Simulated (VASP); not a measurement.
# InP (F-43m) in VASP: further runs

Runs on InP. Level: r2SCAN. Tasks: single point, relaxation of cell and atoms, relaxation of the atoms.

All numbers are computed with VASP 6.6.1; they aren't measurements. Logs are shortened: lines on timing, memory, paths and dates and some standing lists are left out, and cuts for length are marked.

**Measured values to compare with.**

A printed reference work, data compilation reports, for a bulk crystal of InP at 1.6 K: band gap 1.4236 eV (direct).

How close the calculation comes is told below.

### Step 1. The cell of the first run

The structure is cubic, space group F-43m (No. 216). Conventional cell: a = 5.986 Å, b = 5.986 Å, c = 5.986 Å, α = 90.00°, β = 90.00°, γ = 90.00°. In (site symmetry -43m) has 4 P at 2.59 Å within 3.4 Å. Within 3.4 Å of P (site symmetry -43m) lie 4 In at 2.59 Å.

### Step 2. Single point, r2SCAN

File POSCAR:

```
InP
1.0
    0.0000000000      2.9927703000      2.9927703000
    2.9927703000      0.0000000000      2.9927703000
    2.9927703000      2.9927703000      0.0000000000
In P
1 1
Direct
    0.0000000000      0.0000000000      0.0000000000
    0.2500000000      0.2500000000      0.2500000000
```

File INCAR.step1:

```
ALGO     = Normal         # electronic algorithm
EDIFF    = 1E-4           # SCF threshold, eV
ENCUT    = 520            # plane-wave cutoff, eV
GGA      = PE             # functional
ISMEAR   = -1             # smearing method
LASPH    = True           # aspherical terms in the spheres
LCHARG   = False          # write CHGCAR
LREAL    = False          # projectors in reciprocal space
LWAVE    = True           # write WAVECAR
NBANDS   = 16             # bands
NELM     = 100            # most SCF steps
PREC     = Accurate       # precision mode
SIGMA    = 0.02           # smearing width, eV
```

File INCAR.step2:

```
ALGO     = Normal         # electronic algorithm
EDIFF    = 1E-6           # SCF threshold, eV
ENCUT    = 520            # plane-wave cutoff, eV
ISIF     = 2              # what is computed and relaxed
ISMEAR   = -1             # smearing method
ISTART   = 1            
LASPH    = True           # aspherical terms in the spheres
LCHARG   = False          # write CHGCAR
LMIXTAU  = True         
LREAL    = False          # projectors in reciprocal space
LWAVE    = False          # write WAVECAR
METAGGA  = R2SCAN         # meta-GGA
NBANDS   = 16             # bands
NELM     = 100            # most SCF steps
PREC     = Accurate       # precision mode
SIGMA    = 0.02           # smearing width, eV
```

File KPOINTS:

```
k-points
0
Gamma
  8 8 8
```

Potentials or basis: VASP PAW PBE potentials, release 64 (In_d, P).

On the command line:

```
> cat potpaw_PBE.64/In_d/POTCAR potpaw_PBE.64/P/POTCAR > POTCAR
> cp INCAR.step1 INCAR
> mpirun -np 1 vasp_std > vasp.out
> cp INCAR.step2 INCAR
> mpirun -np 1 vasp_std > vasp.out
```

OUTCAR:

```text
EDIFF = 1E-6
   ENCUT = 520
   ISIF = 2
   ISMEAR = -1
   ISTART = 1
   LASPH = True
   LREAL = False
   METAGGA = R2SCAN
   NELM = 100
   PREC = Accurate

 ion  position               nearest neighbor table
   1  0.000  0.000  0.000-   2 2.59   2 2.59   2 2.59   2 2.59
   2  0.250  0.250  0.250-   1 2.59   1 2.59   1 2.59   1 2.59

  LATTYP: Found a face centered cubic cell.
 ALAT       =     5.9855406000

  Lattice vectors:

 A1 = (   0.0000000000,   2.9927703000,   2.9927703000)
 A2 = (   2.9927703000,   0.0000000000,   2.9927703000)
 A3 = (   2.9927703000,   2.9927703000,   0.0000000000)

Analysis of symmetry for initial positions (statically):
=====================================================================
 Subroutine PRICEL returns:
 Original cell was already a primitive cell.

 Routine SETGRP: Setting up the symmetry group for a
 face centered cubic supercell.

 Subroutine GETGRP returns: Found 24 space group operations
 (whereof 24 operations were pure point group operations)
 out of a pool of 48 trial point group operations.

The static configuration has the point symmetry T_d .

Analysis of symmetry for dynamics (positions and initial velocities):
=====================================================================
 Subroutine PRICEL returns:
 Original cell was already a primitive cell.

 Routine SETGRP: Setting up the symmetry group for a
 face centered cubic supercell.

 Subroutine GETGRP returns: Found 24 space group operations
 (whereof 24 operations were pure point group operations)
 out of a pool of 48 trial point group operations.

The dynamic configuration has the point symmetry T_d .

 Subroutine INISYM returns: Found 24 space group operations
 (whereof 24 operations are pure point group operations),
 and found     1 'primitive' translations

----------------------------------------------------------------------------------------

                                     Primitive cell

  volume of cell :      53.6105

  direct lattice vectors                    reciprocal lattice vectors
     0.000000000  2.992770300  2.992770300    -0.167069287  0.167069287  0.167069287
     2.992770300  0.000000000  2.992770300     0.167069287 -0.167069287  0.167069287
     2.992770300  2.992770300  0.000000000     0.167069287  0.167069287 -0.167069287

  length of vectors
     4.232416347  4.232416347  4.232416347     0.289372493  0.289372493  0.289372493

  position of ions in fractional coordinates (direct lattice)
     0.000000000  0.000000000  0.000000000
     0.250000000  0.250000000  0.250000000

  ion indices of the primitive-cell ions
   primitive index   ion index
                 1           1
                 2           2

----------------------------------------------------------------------------------------

 KPOINTS: k-points

Automatic generation of k-mesh.
 Grid dimensions read from file:
 generate k-points for:    8    8    8

 Generating k-lattice:

  Cartesian coordinates                     Fractional coordinates (reciprocal lattice)
    -0.020883661  0.020883661  0.020883661     0.125000000  0.000000000  0.000000000
     0.020883661 -0.020883661  0.020883661     0.000000000  0.125000000  0.000000000
     0.020883661  0.020883661 -0.020883661     0.000000000  0.000000000  0.125000000

  Length of vectors
     0.036171562  0.036171562  0.036171562

  Shift w.r.t. Gamma in fractional coordinates (k-lattice)
     0.000000000  0.000000000  0.000000000

 Subroutine IBZKPT returns following result:
 ===========================================

 Found     29 irreducible k-points:

 Following reciprocal coordinates:
            Coordinates               Weight
  0.000000  0.000000  0.000000      1.000000
  0.125000  0.000000  0.000000      8.000000
  0.250000  0.000000  0.000000      8.000000
  0.375000  0.000000  0.000000      8.000000
  0.500000  0.000000  0.000000      4.000000
  0.125000  0.125000  0.000000      6.000000
[... 16 lines left out ...]
  0.500000  0.250000  0.125000     48.000000
 -0.375000  0.250000  0.125000     24.000000
 [... further k-points ...]
   k-points           NKPTS =     29   k-points in BZ     NKDIM =     29   number of bands    NBANDS=     16
   number of dos      NEDOS =    301   number of ions     NIONS =      2
   total plane-waves  NPLWV =  32768
   dimension x,y,z NGX =    32 NGY =   32 NGZ =   32
   dimension x,y,z NGXF=    64 NGYF=   64 NGZF=   64
   ions per type =               1   1
   NGX,Y,Z   is equivalent  to a cutoff of  12.57, 12.57, 12.57 a.u.
   NGXF,Y,Z  is equivalent  to a cutoff of  25.14, 25.14, 25.14 a.u.
 SYSTEM =  unknown system
   PREC   = accura    normal or accurate (medium, high low for compatibility)
   ISTART =      1    job   : 0-new  1-cont  2-samecut
   ICHARG =      0    charge: 1-file 2-atom 10-const
   ISPIN  =      1    spin polarized calculation?
   LNONCOLLINEAR =      F non collinear calculations
   LSORBIT =      F    spin-orbit coupling
   LASPH  =      T    aspherical Exc in radial PAW
   ENCUT  =  520.0 eV  38.22 Ry    6.18 a.u.   7.87  7.87  7.87*2*pi/ulx,y,z
   NELM   =    100;   NELMIN=  2; NELMDL=  0     # of ELM steps
   EDIFF  = 0.1E-05   stopping-criterion for ELM
   LREAL  =      F    real-space projection
   EDIFFG = 0.1E-04   stopping-criterion for IOM
   NSW    =      0    number of steps for IOM
   IBRION =     -1    ionic relax: 0-MD 1-quasi-New 2-CG
   NFREE  =      0    steps in history (QN), initial steepest desc. (CG)
   ISIF   =      2    stress and relaxation
   ISYM   =      2    0-nonsym 1-usesym 2-fastsym
   POTIM  = 0.5000    time-step for ionic-motion
   TEBEG  =    0.0;   TEEND  =   0.0 temperature during run
   PSTRESS=    0.0 pullay stress
   NELECT =      18.0000    total number of electrons
   NUPDOWN=      -1.0000    fix difference up-down
   EMIN   =  10.00;   EMAX   =-10.00  energy-range for DOS
   EFERMI =   0.00;   METHOD = LEGACY
   ISMEAR =    -1;   SIGMA  =   0.02  broadening in eV -4-tet -1-fermi 0-gaus
   EFERMI_NEDOS =   21; number of points for ismear=-14 and -15
   IALGO  =     38    algorithm
   IMIX   =      4    mixing-type and parameters
     AMIX     =   0.40;   BMIX     =  1.00
     AMIX_MAG =   1.60;   BMIX_MAG =  1.00
  volume/ion in A,a.u.               =      26.81       180.89
  Fermi-wavevector in a.u.,A,eV,Ry     =   1.137843  2.150211 17.615277  1.294686
  Thomas-Fermi vector in A             =   2.274548
   LORBIT       =      0    0 simple, 1 ext, 2 COOP (PROOUT), +10 PAW based schemes
   METAGGA = R2SCAN    functional components
   LHFCALC =     F    Hartree Fock is set to
   AEXX    =    0.0000 exact exchange contribution
   IVDW    =     0    specifies the selected vdW correction
   LEPSILON=     F    determine dielectric tensor
   LRPA    =     F    only Hartree local field effects (RPA)
 non-spin polarized calculation
  energy-cutoff  :      520.00
  volume of cell :       53.61
 maximum number of plane-waves:      1459
   NGX = 15   NGY = 15   NGZ = 15

 number of electron      18.0000000 magnetization

 Free energy of the ion-electron system (eV)
  ---------------------------------------------------
  ext. energy  EPLUGINS =         0.00000000
  ---------------------------------------------------
  free energy    TOTEN  =       -32.27995804 eV

  energy without entropy =      -32.27995804  energy(sigma->0) =      -32.27995804

 E-fermi :   4.7533     XC(G=0):  -9.5888

 val. band max:        4.3423918510   @ k =   0.0000   0.0000   0.0000
 cond. band min:       5.1412152210   @ k =   0.0000   0.0000   0.0000
 fundamental gap:      0.7988233700
 Fermi energy:         4.7532504746

 k-point     1 :       0.0000    0.0000    0.0000
  band No.  band energies     occupation
      1     -10.2076      2.00000
      2     -10.2076      2.00000
      3     -10.2076      2.00000
      4     -10.0605      2.00000
      5     -10.0605      2.00000
      6      -7.2316      2.00000
[... 8 lines left out ...]
     15      14.1623      0.00000
     16      14.1623      0.00000

 k-point     2 :       0.1250    0.0000    0.0000
  band No.  band energies     occupation
      1     -10.2239      2.00000
      2     -10.2010      2.00000
      3     -10.2010      2.00000
      4     -10.0603      2.00000
      5     -10.0603      2.00000
      6      -7.0617      2.00000
[... 8 lines left out ...]
     15      13.5416      0.00000
     16      13.9333      0.00000

 k-point     3 :       0.2500    0.0000    0.0000
  band No.  band energies     occupation
      1     -10.2617      2.00000
      2     -10.1869      2.00000
      3     -10.1869      2.00000
      4     -10.0582      2.00000
      5     -10.0582      2.00000
      6      -6.5903      2.00000
[... 8 lines left out ...]
     15      13.3237      0.00000
     16      13.8235      0.00000

 k-point     4 :       0.3750    0.0000    0.0000
  band No.  band energies     occupation
      1     -10.2974      2.00000
      2     -10.1756      2.00000
      3     -10.1756      2.00000
      4     -10.0531      2.00000
      5     -10.0531      2.00000
      6      -5.9730      2.00000
[... 8 lines left out ...]
     15      14.2592      0.00000
     16      14.2592      0.00000

 k-point     5 :       0.5000    0.0000    0.0000
  band No.  band energies     occupation
      1     -10.3116      2.00000
      2     -10.1719      2.00000
      3     -10.1719      2.00000
      4     -10.0500      2.00000
      5     -10.0500      2.00000
      6      -5.6336      2.00000
[... 8 lines left out ...]
     15      15.4161      0.00000
     16      15.4161      0.00000

 k-point     6 :       0.1250    0.1250    0.0000
  band No.  band energies     occupation
      1     -10.2362      2.00000
      2     -10.1947      2.00000
      3     -10.1947      2.00000
      4     -10.0653      2.00000
      5     -10.0561      2.00000
      6      -7.0054      2.00000
[... 8 lines left out ...]
     15      14.3167      0.00000
     16      14.3209      0.00000
[... 267 lines left out ...]
 k-point    21 :       0.5000    0.5000    0.0000
  band No.  band energies     occupation
      1     -10.3728      2.00000
      2     -10.1170      2.00000
      3     -10.1170      2.00000
      4     -10.1013      2.00000
      5     -10.0303      2.00000
      6      -5.0271      2.00000
[... 8 lines left out ...]
     15      15.6315      0.00000
     16      16.5608      0.00000

 k-point    22 :       0.3750    0.2500    0.1250
  band No.  band energies     occupation
      1     -10.2964      2.00000
      2     -10.1699      2.00000
      3     -10.1644      2.00000
      4     -10.0726      2.00000
      5     -10.0476      2.00000
      6      -6.1998      2.00000
[... 8 lines left out ...]
     15      14.9165      0.00000
     16      16.2644      0.00000

 k-point    23 :       0.5000    0.2500    0.1250
  band No.  band energies     occupation
      1     -10.3183      2.00000
      2     -10.1639      2.00000
      3     -10.1516      2.00000
      4     -10.0696      2.00000
      5     -10.0474      2.00000
      6      -5.6394      2.00000
[... 8 lines left out ...]
     15      15.5094      0.00000
     16      16.1609      0.00000

 k-point    24 :      -0.3750    0.2500    0.1250
  band No.  band energies     occupation
      1     -10.3264      2.00000
      2     -10.1628      2.00000
      3     -10.1469      2.00000
      4     -10.0650      2.00000
      5     -10.0496      2.00000
      6      -5.3387      2.00000
[... 8 lines left out ...]
     15      15.4466      0.00000
     16      16.0583      0.00000

 [... further k-points ...]
[... 5 lines left out ...]
  --------------------------------------------------------------------------------------
  -------------------------------------------------------------------------------------
  Total       -0.8592850     -0.8592850     -0.8592850      0.0000000      0.0000000      0.0000000
  in kB      -25.6801552    -25.6801552    -25.6801552      0.0000000      0.0000000      0.0000000
  external PRESSURE =     -25.6801552 kB  Pullay stress =       0.0000000 kB

 VOLUME and BASIS-vectors are now :
 -----------------------------------------------------------------------------
  energy-cutoff  :      520.00
  volume of cell :       53.61
      direct lattice vectors                 reciprocal lattice vectors
     0.000000000  2.992770300  2.992770300    -0.167069287  0.167069287  0.167069287
     2.992770300  0.000000000  2.992770300     0.167069287 -0.167069287  0.167069287
     2.992770300  2.992770300  0.000000000     0.167069287  0.167069287 -0.167069287

 POSITION                                       TOTAL-FORCE (eV/Angst)
 -----------------------------------------------------------------------------------
      0.00000      0.00000      0.00000        -0.000000     -0.000000     -0.000000
      1.49639      1.49639      1.49639         0.000000      0.000000      0.000000
 -----------------------------------------------------------------------------------
    total drift:                               -0.000003     -0.000003     -0.000003

  FREE ENERGIE OF THE ION-ELECTRON SYSTEM (eV)
  ---------------------------------------------------
  free  energy   TOTEN  =       -32.2799580393 eV

  energy  without entropy=      -32.2799580393  energy(sigma->0) =      -32.27995804
```

It took 41 s on 1 thread of Intel Xeon 6975P-C (Granite Rapids), shared host; peak memory 0.19 GiB.

Results:

* Free energy: -32.2800 eV
* Pressure: -2.6 GPa
* Band gap on the k mesh: 0.80 eV, direct

Caveat: the PAW data sets were made with another functional, which shifts forces and pressure a little; spin-orbit coupling is left out, which moves the levels of the heavy elements.

### Step 3. Single point, r2SCAN

This run uses another cell than the first one, of 27.32 Å³/atom, 1.019 times its volume.

File POSCAR:

```
InP
1.0
    0.0000000000      3.0118330400      3.0118330400
    3.0118330400      0.0000000000      3.0118330400
    3.0118330400      3.0118330400      0.0000000000
In P
1 1
Direct
    0.0000000000      0.0000000000      0.0000000000
    0.2500000000      0.2500000000      0.2500000000
```

File INCAR.step1:

```
SYSTEM = InP
PREC = Accurate
ENCUT = 520
ISMEAR = -1
SIGMA = 0.02
LREAL = .FALSE.
LASPH = .TRUE.
NELM = 100
NBANDS = 16
GGA = PE
ALGO = Normal
EDIFF = 1E-4
LWAVE = .TRUE.
LCHARG = .FALSE.
```

File INCAR.step2:

```
SYSTEM = InP
PREC = Accurate
ENCUT = 520
EDIFF = 1E-6
ISMEAR = -1
SIGMA = 0.02
LREAL = .FALSE.
LASPH = .TRUE.
NELM = 100
ALGO = Normal
ISIF = 2
LWAVE = .FALSE.
LCHARG = .FALSE.
METAGGA = R2SCAN
LMIXTAU = .TRUE.
NBANDS = 16
ISTART = 1
```

File KPOINTS:

```
regular mesh
0
G
  8 8 8
  0 0 0
```

Potentials or basis: VASP PAW PBE potentials, release 64 (In_d, P).

On the command line:

```
> cat potpaw_PBE.64/In_d/POTCAR potpaw_PBE.64/P/POTCAR > POTCAR
> cp INCAR.step1 INCAR
> mpirun -np 1 vasp_std > vasp.out
> cp INCAR.step2 INCAR
> mpirun -np 1 vasp_std > vasp.out
```

Run time: 41 s. Hardware: 1 thread of Intel Xeon 6975P-C (Granite Rapids), shared host; peak memory 0.19 GiB.

The run converged. Its results:

```yaml
Free_energy: -32.2604 eV
Pressure: -3.6 GPa
Band_gap_on_the_k_mesh: 0.69 eV, direct
```

Levels at points of the mesh, in eV from the valence-band top:
```tsv
k point	band 6	band 7	band 8	band 9	band 10	band 11	band 12	band 13
(0.00, 0.00, 0.00)	-11.45	0.00	0.00	0.00	0.69	4.43	4.43	4.43
(0.50, 0.00, 0.00)	-9.91	-5.46	-0.89	-0.89	1.64	5.14	5.14	7.34
(0.50, 0.50, 0.00)	-9.33	-5.53	-2.14	-2.14	2.13	2.53	9.34	9.73
```

Caveat: the PAW data sets were made with another functional, which shifts forces and pressure a little; spin-orbit coupling is left out, which moves the levels of the heavy elements. r2SCAN opens gaps a little over a GGA but as a rule still falls short of measured ones.

### Step 4. Relaxation of cell and atoms, r2SCAN

This run uses another cell than the first one, of 25.17 Å³/atom, 0.939 times its volume.

File POSCAR:

```
InP
1.0
    0.0000000000      2.9305000000      2.9305000000
    2.9305000000      0.0000000000      2.9305000000
    2.9305000000      2.9305000000      0.0000000000
In P
1 1
Direct
    0.0000000000      0.0000000000      0.0000000000
    0.2500000000      0.2500000000      0.2500000000
```

File INCAR.step1:

```
SYSTEM = InP
ALGO = Normal
EDIFF = 1E-4
ENCUT = 600
GGA = PE
ISMEAR = -1
LASPH = .TRUE.
LCHARG = .FALSE.
LREAL = .FALSE.
LWAVE = .TRUE.
NELM = 100
PREC = Accurate
SIGMA = 0.02
```

File INCAR.step2:

```
SYSTEM = InP
ALGO = Normal
EDIFF = 1E-6
EDIFFG = -0.01
ENCUT = 600
IBRION = 2
ISIF = 3
ISMEAR = -1
ISTART = 1
LASPH = .TRUE.
LCHARG = .FALSE.
LMIXTAU = .TRUE.
LREAL = .FALSE.
LWAVE = .FALSE.
METAGGA = R2SCAN
NELM = 100
NSW = 80
PREC = Accurate
SIGMA = 0.02
```

File KPOINTS:

```
k-points
0
G
  8 8 8
  0 0 0
```

On the command line:

```
> cat potpaw_PBE.64/In_d/POTCAR potpaw_PBE.64/P/POTCAR > POTCAR
> cp INCAR.step1 INCAR
> mpirun -np 1 vasp_std > vasp.out
> cp INCAR.step2 INCAR
> mpirun -np 1 vasp_std > vasp.out
```

It took 1.7 min on 1 thread of Intel Xeon 6975P-C (Granite Rapids), shared host; peak memory 0.24 GiB.

It converged, with:

* Free energy: -32.2982 eV
* Relaxed volume: 25.73 Å³/atom
* Relaxed cell: a = 4.175 Å, b = 4.175 Å, c = 4.175 Å, α = 60.00°, β = 60.00°, γ = 60.00°
* Space group after relaxing (to 0.05 Å): F-43m (No. 216)
* Energy gained by relaxing: 2.8 meV/atom
* Ionic steps: 3
* Pressure after relaxing: 0.0 GPa
* Band gap on the k mesh: 1.04 eV, direct

Step by step:
```
step  energy change (eV)  largest force (eV/Å)  pressure (GPa)  volume (Å³)
   1              0.0000                0.0000            1.59        50.33
   2             -0.0035                0.0000           -0.86        52.17
   3             -0.0055                0.0000            0.01        51.46
```

Final structure:
```
In P
1.0
     0.00000    2.95222    2.95222
     2.95222    0.00000    2.95222
     2.95222    2.95222    0.00000
In P
1 1
Direct
  0.00000 0.00000 0.00000
  0.25000 0.25000 0.25000
```

Levels at points of the mesh, in eV from the valence-band top:
```csv
k point,band 7,band 8,band 9,band 10,band 11,band 12
"(0.00, 0.00, 0.00)",0.00,0.00,0.00,1.04,4.44,4.44
"(0.50, 0.00, 0.00)",-5.76,-0.98,-0.98,1.81,5.16,5.16
"(0.50, 0.50, 0.00)",-5.78,-2.33,-2.33,2.04,2.55,9.74
```

Caveat: the PAW data sets were made with another functional, which shifts forces and pressure a little; spin-orbit coupling is left out, which moves the levels of the heavy elements. Zero-point motion and thermal expansion aren't in these numbers.

(Part 1 of 2 ends here.)
